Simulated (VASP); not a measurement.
Set up this calculation in VASP 6.6.1, as the native input.

```yaml
Task: single point
Functional: BLYP
Potentials_or_basis: VASP PAW PBE potentials, release 64 (P)
Cutoff: 520 eV
k_mesh: 23 × 23 × 23
Occupations: fermi-dirac, width 0.1 eV
Spin: no spin polarisation
Dipole_correction: no
Further_INCAR_settings: ALGO = Fast; EDIFF = 1e-06; NBANDS = 8
```

The structure of P lies in POSCAR:

```
P
1.0
   -1.5964820726      1.5964820726      1.5964820726
    1.5964820726     -1.5964820726      1.5964820726
    1.5964820726      1.5964820726     -1.5964820726
P
1
Direct
    0.0000000000      0.0000000000      0.0000000000
```

This isn't the form of P at room conditions, which is orthorhombic.

The input as run:

INCAR

```
PREC = Accurate
ENCUT = 520
EDIFF = 1E-6
ISMEAR = -1
SIGMA = 0.1
LREAL = False
LASPH = True
NELM = 80
ALGO = Fast
ISIF = 2
LWAVE = False
LCHARG = False
GGA = B5
ALDAX = 1.0
AGGAX = 1.0
AGGAC = 1.0
ALDAC = 0.0
NBANDS = 8
```

KPOINTS

```
Automatic mesh
0
Gamma
  23 23 23
```

Potentials or basis: VASP PAW PBE potentials, release 64 (P).

Run with:

```console
$ cat potpaw_PBE.64/P/POTCAR > POTCAR
$ mpirun -np 1 vasp_std > vasp.out
```

Results of the run:

| Item | Value |
| --- | --- |
| Pressure | 0.0 GPa |
| Band gap on the k mesh | none (metal or under the smearing width) |

Caveat: the PAW data sets were made with another functional, which shifts forces and pressure a little.

It took 13 s on 1 thread of Intel(R) Xeon(R) 6975P-C (Granite Rapids), with other jobs on the host, peak memory 0.16 GiB.
